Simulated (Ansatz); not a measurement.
# Ag (fcc type): the cost of one run

Computed with Ansatz 0.2.0 (DFT, PBE, PAW with Ansatz's default frozen-core files, scalar-relativistic, unless a step's input says otherwise).

**1. Starting point**

Symmetry: Fm-3m, No. 225, cubic system. The conventional cell has a = 4.147 Å, b = 4.147 Å, c = 4.147 Å, α = 90.00°, β = 90.00°, γ = 90.00°. Ag (site symmetry m-3m) has 12 Ag at 2.93 Å as nearest neighbours.

Structure file:

```
CELL_PARAMETERS angstrom
0.00000 2.07344 2.07344
2.07344 0.00000 2.07344
2.07344 2.07344 0.00000
ATOMIC_POSITIONS crystal
Ag 0.00000 0.00000 0.00000
```

**2. Cell relaxed at zero pressure, PAW**

input.yaml reads:

```yaml
crystal:
  lattice:
    - [0.0, 2.0734371548, 2.0734371548]
    - [2.0734371548, 0.0, 2.0734371548]
    - [2.0734371548, 2.0734371548, 0.0]
  atoms:
    - { symbol: Ag, position: [0.0, 0.0, 0.0] }
kpoints:
  mp_grid: { grid: [16, 16, 16] }
scf:
  occupations: { method: fermi_dirac, width: 0.08 }
hamiltonian:
  xc: pbe
  pseudopotentials: { kind: paw }
output:
  forces: true
  stress: true
relax:
  f_tol: 0.005
  max_steps: 40
  cell: {}
```

The run is started by

```sh
> ansatz run input.yaml --threads 1 --pin off --max-ram 3584MiB --backend cpu --events-out ev --progress --plain --runs-dir out
```

What time and memory should one allow on 1 thread of Arm Neoverse V1, shared host?

About 6.9 s, with a peak of 0.3 GiB.
